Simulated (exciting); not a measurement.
Set up this calculation in exciting (release sodium), as the native input.

- Task: single point
- Functional: PBE
- Potentials or basis: all-electron LAPW+lo, shipped species files, valence relativity iora*
- rgkmax: 9
- k mesh: 11 × 11 × 11
- Occupations: gaussian, width 0.019 eV
- Spin: no spin polarisation
- outputlevel: high
- gmaxvr (cutoff of density and potential): 14 1/bohr
- lmaxapw (and lmaxmat): 10
- lmaxvr: 8
- nempty: 12
- Valence relativity: iora*
- epsengy: 1e-05 Ha
- epspot: 1e-05 Ha
- maxscl: 60
- Muffin-tin radii: Ta 2.3 bohr

Crystal: Ta.

```
Ta
1.0
    -1.65128    1.65128    1.65128
     1.65128   -1.65128    1.65128
     1.65128    1.65128   -1.65128
Ta
1
Direct
  0.00000 0.00000 0.00000
```

These files were run (other wordings do the same):

input.xml

```xml
<input>
  <title>Ta</title>
  <structure speciespath="./" tshift="false">
    <crystal scale="1">
      <basevect>-3.120466955072 3.120466955072 3.120466955072</basevect>
      <basevect>3.120466955072 -3.120466955072 3.120466955072</basevect>
      <basevect>3.120466955072 3.120466955072 -3.120466955072</basevect>
    </crystal>
    <species speciesfile="Ta.xml" rmt="2.3">
      <atom coord="0.000000000000 0.000000000000 0.000000000000"/>
    </species>
  </structure>
  <groundstate do="fromscratch" ngridk="11 11 11" rgkmax="9" gmaxvr="14" lmaxapw="10" lmaxmat="10" lmaxvr="8" xctype="GGA_PBE" stype="Gaussian" swidth="0.00069824" nempty="12" ValenceRelativity="iora*" epsengy="1e-05" epspot="1e-05" maxscl="60" tforce="true" outputlevel="high"/>
</input>
```

Potentials or basis: all-electron LAPW+lo, shipped species files, valence relativity iora*.

Launch:

```sh
$ OMP_NUM_THREADS=1 exciting_smp
```

Results of the run:

```json
{
 "Band gap on the k mesh": "none (metal or under the smearing width)",
 "All electrons inside the program's atomic spheres": "Ta 70.22 (radii Ta 2.3 bohr)"
}
```

It took 29 s on 1 thread of Arm Neoverse V1 (shared host), peak memory 0.1 GiB.
